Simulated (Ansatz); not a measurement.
## SiO₂ at a changed volume — ¹⁷O NMR of the central transition

Cell: an entry of the Crystallography Open Database (COD), relaxed with PBE at fixed cell and then changed (volume scaled by 1.02, ions relaxed).

Space group P4_12_12 (No. 92); a = 5.0056, c = 6.9716 Å.

| site | Wyckoff | site symmetry | x | y | z |
| --- | --- | --- | --- | --- | --- |
| Si | 4a | ..2 | 0.3022 | 0.3022 | 0.0000 |
| O | 8b | 1 | 0.2381 | 0.1103 | 0.1824 |

One atom of each set is listed.

Level of theory: DFT, PBE, plane waves and PAW, scalar-relativistic, 420 eV cutoff, Γ-centred 6×6×5 k-points, Fermi–Dirac smearing 0.02 eV (Ansatz 0.2.0).

¹⁷O has I = 5/2 and Q = -25.58 mb (Pyykkö 2018); at 35.2 T its Larmor frequency is ν₀ = 203.3 MHz. Only the quadrupole interaction is simulated: positions count from each site's isotropic chemical shift, and J coupling is left out, as are shift anisotropy and dipolar coupling, which fast spinning averages.

(1) Simulate the second-order pattern (fast magic-angle spinning, Gaussian broadening 0.1 kHz) of site O (2 Si at 1.63 Å, angle 144°).

## Answers

(1) The calculation gives C_Q = -5.92 MHz and η = 0.18, so ν_Q = 0.889 MHz and the centre of gravity lies at -5.15 ppm (-1.05 kHz).

offset (kHz), height and a bar:
```
   -2.718          0 
   -2.634          2 #
   -2.550          6 ##
   -2.466          7 ##
   -2.381          7 ##
   -2.297          7 ##
   -2.213          8 ##
   -2.128          8 ##
   -2.044          8 ##
   -1.960          8 ###
   -1.875          9 ###
   -1.791         19 ######
   -1.707         44 #############
   -1.622         63 ###################
   -1.538         86 ##########################
   -1.454         76 #######################
   -1.369         61 ##################
   -1.285         55 #################
   -1.201         52 ################
   -1.117         51 ###############
   -1.032         51 ###############
   -0.948         52 ################
   -0.864         54 ################
   -0.779         58 #################
   -0.695         64 ###################
   -0.611         79 ########################
   -0.526        100 ##############################
   -0.442         86 ##########################
   -0.358         68 ####################
   -0.273         43 #############
   -0.189          7 ##
   -0.105          0
```

At O V_zz runs parallel to the line that joins its two neighbours (within 1°).
